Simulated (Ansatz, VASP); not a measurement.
# One calculation of W, two programs

```
CELL_PARAMETERS angstrom
0.00000 2.33450 2.03000
2.03000 0.00000 2.03000
2.03000 2.33450 0.00000
ATOMIC_POSITIONS crystal
W 0.00000 0.00000 0.00000
```

Change from the starting cell: strain +0.1500 x Voigt [0, 1, 0, 0, 0, 0], atoms carried along.

Alike in both runs: task single point; functional r2SCAN; k mesh 20 × 20 × 20; occupations gaussian, width 0.15 eV; no spin polarisation.

|  | VASP | Ansatz |
| --- | --- | --- |
| version | VASP 6.6.1 | Ansatz 0.2.0 |
| potentials or method | VASP PAW PBE potentials, release 64 (W_sv) | scalar-relativistic, plane waves, PAW |
| plane-wave cutoff (eV) | 520 | 500 |
| valence electrons in the cell | 14 | 14 |

|  | VASP | Ansatz | Ansatz less VASP |
| --- | --- | --- | --- |
| gap on the k mesh at the Fermi level (eV) | none | none | - |
| pressure (GPa) | -35.8 | -36.2 | -0.42 |
| largest component of the traceless stress (GPa) | 7.04 | 7.07 | +0.032 |

A gap of «none» marks a metal or a gap that the smearing closes.

Caveats: the cell as given lies far from equilibrium; so large a pressure means that the cell lies far from this level's equilibrium, or that cutoff or potentials fall short (VASP); the potentials were made for another functional, which shifts forces and pressure (VASP). The runs have no spin-orbit coupling, so splittings on W are missing.
